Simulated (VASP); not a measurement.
A run of VASP 6.6.1 is set up as follows.

File INCAR:

```
PREC = Accurate
ENCUT = 600
EDIFF = 1E-7
ISMEAR = 0
SIGMA = 0.03
LREAL = False
LASPH = True
NELM = 80
ALGO = Normal
ISIF = 3
LWAVE = False
LCHARG = False
METAGGA = R2SCAN
LMIXTAU = True
IBRION = 2
NSW = 90
EDIFFG = -0.005
PSTRESS = 120.0
```

The input KPOINTS:

```
Automatic mesh
0
Gamma
  8 8 8
```

POSCAR

```
NaCl                                    
1.0
    0.0000000000      2.5776824133      2.5776824133
    2.5776824133      0.0000000000      2.5776824133
    2.5776824133      2.5776824133      0.0000000000
  Na              Cl            
     1     1
Direct
     1.0000000000000000    0.0000000000000000    1.0000000000000000
     0.5000000000000000    0.5000000000000000    0.5000000000000000
```

Potentials or basis: VASP PAW PBE potentials, release 64 (Na_pv, Cl).

The run is started by

```bash
$ cat potpaw_PBE.64/Na_pv/POTCAR potpaw_PBE.64/Cl/POTCAR > POTCAR
$ mpirun -np 1 vasp_std > vasp.out
```

Estimate the relaxed volume.

17.19 Å³/atom.

Estimate the band gap on the k mesh.

7.27 eV, direct.

The path:
```tsv
step	energy change (eV)	largest force (eV/Å)	pressure (GPa)	volume (Å³)
1	0.0000	0.0000	12.28	34.25
2	-0.0112	0.0000	11.95	34.40
3	-0.0094	0.0000	12.00	34.38
```

Caveat: the cell is relaxed towards a set pressure, so the enthalpy falls and the energy may rise; the PAW data sets were made with another functional, which shifts forces and pressure a little. r2SCAN opens gaps a little over a GGA but as a rule still falls short of measured ones.
